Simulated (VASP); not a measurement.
# CdSe (F-43m) in VASP: notebook, part 2 of 2

VASP 6.6.1.

## Step 3: Relaxation of cell and atoms, PBE+D3(BJ)

File INCAR:

```
SYSTEM = CdSe
PREC = Accurate ; ENCUT = 600
EDIFF = 1E-6 ; ISMEAR = 0
SIGMA = 0.02 ; LREAL = .False.
LASPH = .True. ; NELM = 100
ALGO = Fast ; ISIF = 3
LWAVE = .False. ; LCHARG = .False.
GGA = PE ; IVDW = 12
IBRION = 2 ; NSW = 70
EDIFFG = -0.005
```

File KPOINTS:

```
Automatic mesh
0
Gamma
  10 10 10
  0 0 0
```

File POSCAR:

```
CdSe
1.0
    0.0000000000      3.0984146730      3.0984146730
    3.0984146730      0.0000000000      3.0984146730
    3.0984146730      3.0984146730      0.0000000000
Cd Se
1 1
Direct
    0.0000000000      0.0000000000      0.0000000000
    0.7500000000      0.7500000000      0.7500000000
```

Potentials or basis: VASP PAW PBE potentials, release 64 (Cd, Se).

The run is started by

```console
$ cat potpaw_PBE.64/Cd/POTCAR potpaw_PBE.64/Se/POTCAR > POTCAR
$ mpirun -np 1 vasp_std > vasp.out
```

OUTCAR:

```text
SYSTEM = CdSe
   PREC = Accurate
   ENCUT = 600
   EDIFF = 1E-6
   ISMEAR = 0
   LREAL = .False.
   LASPH = .True.
   NELM = 100
   ISIF = 3
   GGA = PE
   IVDW = 12
   IBRION = 2
   NSW = 70
   EDIFFG = -0.005
 IVDW          = 12

 ion  position               nearest neighbor table
   1  0.000  0.000  0.000-   2 2.68   2 2.68   2 2.68   2 2.68
   2  0.750  0.750  0.750-   1 2.68   1 2.68   1 2.68   1 2.68

  LATTYP: Found a face centered cubic cell.
 ALAT       =     6.1968293460

  Lattice vectors:

 A1 = (   0.0000000000,   3.0984146730,   3.0984146730)
 A2 = (   3.0984146730,   0.0000000000,   3.0984146730)
 A3 = (   3.0984146730,   3.0984146730,   0.0000000000)

Analysis of symmetry for initial positions (statically):
=====================================================================
 Subroutine PRICEL returns:
 Original cell was already a primitive cell.

 Routine SETGRP: Setting up the symmetry group for a
 face centered cubic supercell.

[... 379 lines left out ...]

 E-fermi :   0.9230     XC(G=0):  -8.7955

 val. band max:        0.7852406888   @ k =   0.0000   0.0000   0.0000
 cond. band min:       1.3535071684   @ k =   0.0000   0.0000   0.0000
 fundamental gap:      0.5682664796
 Fermi energy:         0.9229662011

 k-point     1 :       0.0000    0.0000    0.0000
  band No.  band energies     occupation
      1     -11.6987      2.00000
      2      -7.0837      2.00000
      3      -7.0837      2.00000
      4      -7.0837      2.00000
      5      -6.7303      2.00000
      6      -6.7303      2.00000
      7       0.7852      2.00000
      8       0.7852      2.00000
      9       0.7852      2.00000
     10       1.3535      0.00000
     11       6.7200      0.00000
     12       6.7200      0.00000
     13       6.7200      0.00000
[... 354 lines left out ...]
  band No.  band energies     occupation
      1     -11.3228      2.00000
      2      -6.9240      2.00000
      3      -6.8997      2.00000
      4      -6.8534      2.00000
      5      -6.6884      2.00000
      6      -6.5697      2.00000
      7      -2.6587      2.00000
      8      -0.8048      2.00000
      9      -0.6467      2.00000
     10       4.3905      0.00000
     11       4.8361      0.00000
     12       8.3279      0.00000
     13       9.3352      0.00000

 [... further k-points ...]

------------------------ aborting loop because EDIFF is reached ----------------------------------------

 Edisp (eV)   -0.62314

 E8    (eV) :    -0.2662
[... 25 lines left out ...]
  FREE ENERGIE OF THE ION-ELECTRON SYSTEM (eV)
  ---------------------------------------------------
  free  energy   TOTEN  =        -6.1089207250 eV

  energy  without entropy=       -6.1089207250  energy(sigma->0) =       -6.10892072

 reached required accuracy - stopping structural energy minimisation
```

Wall time 88 s (1 thread of Intel Xeon Platinum 8375C at 2.90GHz (Ice Lake), shared host); peak memory 0.25 GiB.

What came out:

| Quantity | Value |
| --- | --- |
| Free energy | -6.1089 eV |
| Relaxed volume | 28.69 Å³/atom |
| Relaxed cell | a = 4.329 Å, b = 4.329 Å, c = 4.329 Å, α = 60.00°, β = 60.00°, γ = 60.00° |
| Space group after relaxing (to 0.05 Å) | F-43m (No. 216) |
| Energy gained by relaxing | 5.8 meV/atom |
| Ionic steps | 6 |
| Pressure after relaxing | 0.0 GPa |
| Band gap on the k mesh | 0.57 eV, direct |
| Dispersion energy per atom | -0.312 eV |

Step by step:
| step | energy change (eV) | largest force (eV/Å) | pressure (GPa) | volume (Å³) |
| --- | --- | --- | --- | --- |
| 1 | 0.0000 | 0.0000 | -1.68 | 59.49 |
| 2 | -0.0109 | 0.0000 | 0.47 | 56.84 |
| 3 | -0.0117 | 0.0000 | 0.03 | 57.35 |
| 4 | -0.0116 | 0.0000 | -0.06 | 57.40 |
| 5 | -0.0116 | 0.0000 | -0.05 | 57.39 |
| 6 | -0.0116 | 0.0000 | -0.03 | 57.38 |

Final structure:
```xyz
2
Lattice="0.0000 3.0614 3.0614 3.0614 0.0000 3.0614 3.0614 3.0614 0.0000" Properties=species:S:1:pos:R:3 pbc="T T T"
Cd    6.1228    3.0614    3.0614
Se    4.5921    4.5921    4.5921
```

As with any semilocal functional, this PBE gap is likely too small.
